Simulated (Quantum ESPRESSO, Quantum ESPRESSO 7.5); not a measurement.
# Thickness dependence of 2H-MoS2

What does each added layer of 2H-MoS2 bring in screening, and what does it do to the gap?

Method: plane-wave DFT, PBE, GBRV ultrasoft pseudopotentials (geometry by pw.x at PBE-D3(BJ), GBRV ultrasoft), in Quantum ESPRESSO 7.5.

## Step 1: The starting structure

The cell holds 3 atoms: 2 S and 1 Mo. Cell: a = 3.180 Å, b = 3.180 Å, c = 20.263 Å, α = 90.0°, β = 90.0°, γ = 120.0°. It derives from MoS2. Vacuum lies along c.

Structure file:

```cif
data_structure
_symmetry_space_group_name_H-M 'P 1'
_symmetry_Int_Tables_number 1
_cell_length_a 3.1800
_cell_length_b 3.1800
_cell_length_c 20.2626
_cell_angle_alpha 90.000
_cell_angle_beta 90.000
_cell_angle_gamma 120.000
_cell_volume 177.45
loop_
_atom_site_label
_atom_site_type_symbol
_atom_site_fract_x
_atom_site_fract_y
_atom_site_fract_z
_atom_site_occupancy
S1 S 0.33333 0.66667 0.41949 1
Mo2 Mo 0.00000 0.00000 0.50000 1
S3 S 0.33333 0.66667 0.58051 1
```

## Step 2: Variable-cell relaxation, 1 layer

Cell and atoms are relaxed with a D3(BJ) correction; only the in-plane cell moves (cell_dofree = 2Dxy), and the cutoff is raised for the stress.

Contents of n1.relax.in:

```
&control
  prefix = 'n1.relax'
  outdir = './out'
  pseudo_dir = './pseudo'
  nstep = 50
  forc_conv_thr = 0.0004
  calculation = 'vc-relax'
  etot_conv_thr = 1e-06
/
&system
  ibrav = 0
  nat = 3
  ntyp = 2
  ecutwfc = 50
  ecutrho = 250
  vdw_corr = 'grimme-d3'
  dftd3_version = 4
  occupations = 'smearing'
  smearing = 'fd'
  degauss = 0.004
/
&electrons
  conv_thr = 1e-09
  mixing_beta = 0.4
  electron_maxstep = 120
  mixing_mode = 'plain'
/
&ions
/
&cell
  cell_dofree = '2Dxy'
  press_conv_thr = 0.3
/
ATOMIC_SPECIES
  S   32.0600  s_pbe_v1.4.uspp.F.UPF
  Mo  95.9500  mo_pbe_v1.uspp.F.UPF
CELL_PARAMETERS angstrom
  3.18000000000000 0.00000000000000 0.00000000000000
  -1.59000000000000 2.75396078403451 0.00000000000000
  0.00000000000000 0.00000000000000 20.26259773799958
ATOMIC_POSITIONS crystal
  S   0.333333333333 0.666666666667 0.419492115962
  Mo  0.000000000000 0.000000000000 0.500000000000
  S   0.333333333333 0.666666666667 0.580507884038
K_POINTS automatic
  12 12 1 0 0 0
```

Started as:

```sh
$ OMP_NUM_THREADS=1 mpirun -n 4 pw.x -nk 4 -in n1.relax.in > n1.relax.out
```

The program printed:

```text
Program PWSCF v.7.5 starts
[citation notice left out]

     Parallel version (MPI & OpenMP), running on       4 processor cores
     Number of MPI processes:                 4
     Threads/MPI process:                     1

     MPI processes distributed on     1 nodes
[...]
Current dimensions of program PWSCF are:
     Max number of different atomic species (ntypx) = 10
     Max number of k-points (npk) =  40000
     Max angular momentum in pseudopotentials (lmaxx) =  4
     Message from routine setup:
     using ibrav=0 with symmetry is DISCOURAGED, use correct ibrav instead

     K-points division:     npool     =       4
     Subspace diagonalization in iterative solution of the eigenvalue problem:
     a serial algorithm will be used

     G-vector sticks info
     --------------------
     sticks:   dense  smooth     PW     G-vecs:    dense   smooth      PW
     Sum         625     499    151                79801    57347    9521

     Using Slab Decomposition

     bravais-lattice index     =            0
     lattice parameter (alat)  =       6.0093  a.u.
     unit-cell volume          =    1197.5030 (a.u.)^3
     number of atoms/cell      =            3
     number of atomic types    =            2
     number of electrons       =        26.00
     number of Kohn-Sham states=           17
     kinetic-energy cutoff     =      50.0000  Ry
     charge density cutoff     =     250.0000  Ry
     scf convergence threshold =      1.0E-09
     mixing beta               =       0.4000
     number of iterations used =            8  plain     mixing
     energy convergence thresh.=      1.0E-06
     force convergence thresh. =      4.0E-04
     press convergence thresh. =      3.0E-01
     Exchange-correlation= SLA  PW   PBE  PBE
                           (   1   4   3   4   0   0   0)
     nstep                     =           50

     celldm(1)=   6.009329  celldm(2)=   0.000000  celldm(3)=   0.000000
     celldm(4)=   0.000000  celldm(5)=   0.000000  celldm(6)=   0.000000

     crystal axes: (cart. coord. in units of alat)
               a(1) = (   1.000000   0.000000   0.000000 )
               a(2) = (  -0.500000   0.866025   0.000000 )
               a(3) = (   0.000000   0.000000   6.371886 )

     reciprocal axes: (cart. coord. in units 2 pi/alat)
               b(1) = (  1.000000  0.577350 -0.000000 )
               b(2) = (  0.000000  1.154701  0.000000 )
               b(3) = (  0.000000 -0.000000  0.156939 )

     PseudoPot. # 1 for S  read from file:
     ./pseudo/s_pbe_v1.4.uspp.F.UPF
     Pseudo is Ultrasoft + core correction, Zval =  6.0
     Generated by new atomic code, or converted to UPF format
     Using radial grid of  907 points,  6 beta functions with:
                l(1) =   0
                l(2) =   0
                l(3) =   1
                l(4) =   1
                l(5) =   2
                l(6) =   2
     Q(r) pseudized with  8 coefficients,  rinner =    1.300   1.300   1.300
                                                       1.300   1.300

     PseudoPot. # 2 for Mo read from file:
     ./pseudo/mo_pbe_v1.uspp.F.UPF
     Pseudo is Ultrasoft + core correction, Zval = 14.0
     Generated by new atomic code, or converted to UPF format
     Using radial grid of  889 points,  6 beta functions with:
                l(1) =   0
                l(2) =   0
                l(3) =   1
                l(4) =   1
                l(5) =   2
                l(6) =   2
     Q(r) pseudized with  6 coefficients,  rinner =    1.000   1.000   1.000
                                                       1.000   1.000

     atomic species   valence    mass     pseudopotential
     S                 6.00    32.06000     S ( 1.00)
     Mo               14.00    95.95000     Mo( 1.00)

     12 Sym. Ops. (no inversion) found

   Cartesian axes

     site n.     atom                  positions (alat units)
         1        S      tau(   1) = (  -0.0000000   0.5773503   2.6729560  )
         2        Mo     tau(   2) = (   0.0000000   0.0000000   3.1859430  )
         3        S      tau(   3) = (  -0.0000000   0.5773503   3.6989301  )

     --------------------------------------------
     DFT-D3 Dispersion Correction (3-body terms):
     --------------------------------------------
       Reference C6 values for interpolation:

         atom   Coordination number   C6
         S          0.000           268.01
         S          0.995           261.99
         S          1.990           251.62
         Mo         0.000          1691.79
         Mo         1.942          1004.01
         Mo        11.056           674.22

       Values used:

         atom   Coordination number  R0_AB[au]  C6      C8
         S          3.605            3.128    251.62  12327.25
         Mo         9.912            3.547    674.22  77634.20
         S          3.605            3.128    251.62  12327.25

         Molecular C6 ( Ry / a.u.^6 ) =      3323.66

     number of k points=    19  Fermi-Dirac smearing, width (Ry)=  0.0040
                       cart. coord. in units 2pi/alat
        k(    1) = (   0.0000000   0.0000000   0.0000000), wk =   0.0138889
        k(    2) = (   0.0000000   0.0962250   0.0000000), wk =   0.0833333
        k(    3) = (   0.0000000   0.1924501   0.0000000), wk =   0.0833333
        k(    4) = (   0.0000000   0.2886751   0.0000000), wk =   0.0833333
        k(    5) = (   0.0000000   0.3849002   0.0000000), wk =   0.0833333
        k(    6) = (   0.0000000   0.4811252   0.0000000), wk =   0.0833333
        k(    7) = (   0.0000000  -0.5773503   0.0000000), wk =   0.0416667
        k(    8) = (   0.0833333   0.1443376   0.0000000), wk =   0.0833333
        k(    9) = (   0.0833333   0.2405626   0.0000000), wk =   0.1666667
        k(   10) = (   0.0833333   0.3367877   0.0000000), wk =   0.1666667
[...]
k(   19) = (   0.3333333   0.5773503   0.0000000), wk =   0.0277778

     Dense  grid:    79801 G-vectors     FFT dimensions: (  32,  32, 200)

     Smooth grid:    57347 G-vectors     FFT dimensions: (  27,  27, 180)

     Estimated max dynamical RAM per process >     133.25 MB

     Estimated total dynamical RAM >     474.55 MB

     Initial potential from superposition of free atoms

     starting charge      25.9989, renormalised to      26.0000

     negative rho (up, down):  2.633E-03 0.000E+00
     Starting wfcs are   21 randomized atomic wfcs

     total cpu time spent up to now is        4.4 secs

     per-process dynamical memory:    71.8 Mb

     Self-consistent Calculation

[...]
ethr =  1.00E-06,  avg # of iterations =  7.9

     negative rho (up, down):  2.574E-03 0.000E+00

     total cpu time spent up to now is       76.5 secs

     total energy              =    -187.80108220 Ry
     estimated scf accuracy    <       0.00062244 Ry

[...]
iteration #  9     ecut=    50.00 Ry     beta= 0.40
[...]
negative rho (up, down):  2.566E-03 0.000E+00

[...]
End of self-consistent calculation

[...]
the Fermi energy is    -0.0589 ev

!    total energy              =    -187.80132053 Ry
     estimated scf accuracy    <          1.5E-10 Ry
     smearing contrib. (-TS)   =      -0.00000000 Ry
     internal energy E=F+TS    =    -187.80132053 Ry

     The total energy is F=E-TS. E is the sum of the following terms:
     one-electron contribution =   -1150.25256749 Ry
     hartree contribution      =     575.54742129 Ry
     xc contribution           =     -36.28499424 Ry
     ewald contribution        =     423.25785339 Ry
     DFT-D3 Dispersion         =      -0.06903348 Ry

     convergence has been achieved in   9 iterations

     negative rho (up, down):  2.566E-03 0.000E+00

     Forces acting on atoms (cartesian axes, Ry/au):

     atom    1 type  1   force =    -0.00000000   -0.00000000    0.00894032
     atom    2 type  2   force =     0.00000000    0.00000000    0.00000000
     atom    3 type  1   force =    -0.00000000   -0.00000000   -0.00894032

     Total force =     0.012644     Total SCF correction =     0.000007

     Computing stress (Cartesian axis) and pressure

     negative rho (up, down):  2.566E-03 0.000E+00
          total   stress  (Ry/bohr**3)                   (kbar)     P=       -4.67
  -0.00002468  -0.00000000  -0.00000000           -3.63       -0.00       -0.00
  -0.00000000  -0.00002468  -0.00000000           -0.00       -3.63       -0.00
  -0.00000000  -0.00000000  -0.00004580           -0.00       -0.00       -6.74

     Energy error            =      2.6E-03 Ry
     Gradient error          =      8.9E-03 Ry/Bohr
     Cell gradient error     =      3.6E+00 kbar

     number of scf cycles    =   3
     number of bfgs steps    =   2

     enthalpy           old  =    -187.7987099047 Ry
     enthalpy           new  =    -187.8013205290 Ry

     CASE: enthalpy          _new < enthalpy          _old

     new trust radius        =       0.0221976250 bohr
     new conv_thr            =       0.0000000002 Ry

     new unit-cell volume =   1178.20834 a.u.^3 (   174.59246 Ang^3 )
     density =      1.52242 g/cm^3

CELL_PARAMETERS (angstrom)
   3.154277284  -0.000000000   0.000000000
  -1.577138642   2.731684258   0.000000000
   0.000000000   0.000000000  20.262597738

ATOMIC_POSITIONS (crystal)
S                0.3333333333        0.6666666667        0.4227635044
Mo               0.0000000000        0.0000000000        0.5000000000
S                0.3333333333        0.6666666667        0.5772364956

[...]
NEW-OLD atomic charge density approx. for the potential
     New effective cutoffs (rho, wfc):  254.01   50.80

     negative rho (up, down):  2.540E-03 0.000E+00

     total cpu time spent up to now is      106.3 secs

     per-process dynamical memory:    76.8 Mb

[...]
!    total energy              =    -187.80154761 Ry
[...]
Total force =     0.001048     Total SCF correction =     0.000036
[...]
number of bfgs steps    =   3
[...]
new trust radius        =       0.0015509676 bohr
[...]
!    total energy              =    -187.80154881 Ry
[...]
Total force =     0.000121     Total SCF correction =     0.000002
[...]
number of bfgs steps    =   4
[...]
new trust radius        =       0.0002234976 bohr
[...]
!    total energy              =    -187.80154893 Ry
[...]
Total force =     0.000078     Total SCF correction =     0.000003
[...]
Self-consistent Calculation

     iteration #  1     ecut=    50.00 Ry     beta= 0.40
     Davidson diagonalization with overlap
     ethr =  1.00E-06,  avg # of iterations = 12.6

     negative rho (up, down):  2.658E-03 0.000E+00

     total cpu time spent up to now is      195.1 secs

     total energy              =    -187.77413792 Ry
     estimated scf accuracy    <       0.13156875 Ry

[...]
iteration # 13     ecut=    50.00 Ry     beta= 0.40
[...]
negative rho (up, down):  2.656E-03 0.000E+00

[...]
End of self-consistent calculation

          k = 0.0000 0.0000 0.0000 (  7071 PWs)   bands (ev):

   -61.8030 -35.9553 -35.7172 -35.7172 -15.1145 -13.8021  -6.6279  -3.5238
    -3.5238  -2.7930  -2.3989  -2.3989  -1.0178   1.8951   1.8951   2.1360
     2.1360

          k = 0.0000 0.0970 0.0000 (  7079 PWs)   bands (ev):

   -61.8002 -35.9498 -35.7452 -35.7235 -15.0083 -13.7579  -6.5070  -3.7588
    -3.4129  -3.2489  -2.5675  -2.1075  -1.0616   1.7568   1.8390   2.0164
     2.0783

          k = 0.0000 0.1940 0.0000 (  7039 PWs)   bands (ev):

   -61.7925 -35.9348 -35.8208 -35.7408 -14.7059 -13.6324  -6.2032  -4.2970
    -3.8996  -3.1041  -2.9636  -2.0342  -1.2772   1.3695   1.6986   1.7405
     2.4955

          k = 0.0000 0.2910 0.0000 (  7040 PWs)   bands (ev):

   -61.7820 -35.9228 -35.9142 -35.7643 -14.2576 -13.4476  -5.9857  -4.7556
    -4.5674  -3.4065  -2.6725  -2.2968  -1.6991   1.2276   1.4720   2.0237
     2.9214

          k = 0.0000 0.3880 0.0000 (  7040 PWs)   bands (ev):

   -61.7715 -36.0233 -35.8935 -35.7876 -13.7527 -13.2441  -6.2365  -5.1873
    -4.8584  -3.7786  -2.6096  -2.2443  -1.9422   1.3402   1.4148   2.5104
     3.2258

          k = 0.0000 0.4850 0.0000 (  7022 PWs)   bands (ev):

   -61.7637 -36.0959 -35.8783 -35.8046 -13.3305 -13.0800  -6.6250  -5.6423
    -4.9705  -4.0200  -2.8072  -1.9521  -1.7582   1.3613   1.7265   2.8603
     3.3887

[...]
the Fermi energy is    -0.0502 ev

!    total energy              =    -187.80153139 Ry
     estimated scf accuracy    <          2.5E-12 Ry
     smearing contrib. (-TS)   =      -0.00000000 Ry
     internal energy E=F+TS    =    -187.80153139 Ry

     The total energy is F=E-TS. E is the sum of the following terms:
     one-electron contribution =   -1156.32504912 Ry
     hartree contribution      =     578.59153199 Ry
     xc contribution           =     -36.30891334 Ry
     ewald contribution        =     426.31031891 Ry
     DFT-D3 Dispersion         =      -0.06941983 Ry

     convergence has been achieved in  13 iterations

     negative rho (up, down):  2.656E-03 0.000E+00

     Forces acting on atoms (cartesian axes, Ry/au):

     atom    1 type  1   force =    -0.00000000   -0.00000000   -0.00005876
     atom    2 type  2   force =     0.00000000    0.00000000    0.00000000
     atom    3 type  1   force =     0.00000000   -0.00000000    0.00005876

     Total force =     0.000083     Total SCF correction =     0.000001

     Computing stress (Cartesian axis) and pressure

     negative rho (up, down):  2.656E-03 0.000E+00
          total   stress  (Ry/bohr**3)                   (kbar)     P=       -0.17
  -0.00000145  -0.00000000  -0.00000000           -0.21       -0.00       -0.00
  -0.00000000  -0.00000145  -0.00000000           -0.00       -0.21       -0.00
   0.00000000   0.00000000  -0.00000051            0.00        0.00       -0.08

[...]
=------------------------------------------------------------------------------=
   JOB DONE.
=------------------------------------------------------------------------------=
[...]
```

The job ended after 3.9 min (4 MPI ranks of Intel Xeon Platinum 8259CL at 2.50GHz (Skylake/Cascade Lake), shared host; peak memory 0.69 GiB; 16 min of CPU time).

The steps of the relaxation:

```
step  energy less that of the first step (eV)  largest force (eV/Å)  volume (Å³)
   1                                   0.0000                1.2619       177.45
   2                                  -0.0640                0.7938       176.35
   3                                  -0.0996                0.2299       175.12
   4                                  -0.1026                0.0191       174.59
   5                                  -0.1027                0.0022       174.61
   6                                  -0.1027                0.0014       174.60
   7                                  -0.1024                0.0015       174.60
```

```
cell as run  before  after  change
      a (Å)   3.180  3.154  -0.8 %
      b (Å)   3.180  3.154  -0.8 %
```

The atoms that moved most (Å, along periodic axes as changes of fractional coordinates times the final cell, across vacuum about the mean position):

```
atom     dx     dy      dz  length
  S1  0.000  0.000   0.065   0.065
  S3  0.000  0.000  -0.065   0.065
```

The relaxed structure:

```xyz
3
Lattice="3.1544 0.0000 0.0000 -1.5772 2.7318 0.0000 0.0000 0.0000 20.2626" Properties=species:S:1:pos:R:3
S     0.0000    1.8212    8.5654
Mo    0.0000    0.0000   10.1313
S     0.0000    1.8212   11.6972
```

 The last row is no step: it is a fresh SCF in the final cell with a new plane-wave basis, +0 meV from the row before.

Numbers from this step:

| Item | Value |
| --- | --- |
| free energy | -2555.1700 eV |
| Fermi energy | -0.0502 eV |

[end of part 1 of 8]

[Logs are printed without paths, hosts, clocks, repeated set-up lines and the standing remarks that a program may print on its own settings, such as how far it seeks lower states.]

[Hosts, paths, dates, database ids (printed as entryN), source tags and the programs' standing remarks are cut or masked in the printed files.]

[Maps of the electrostatic potential energy from Ansatz leave out the sawtooth potential of an applied field or a dipole correction, so their vacuum need not be flat; planar profiles and work functions include it.]
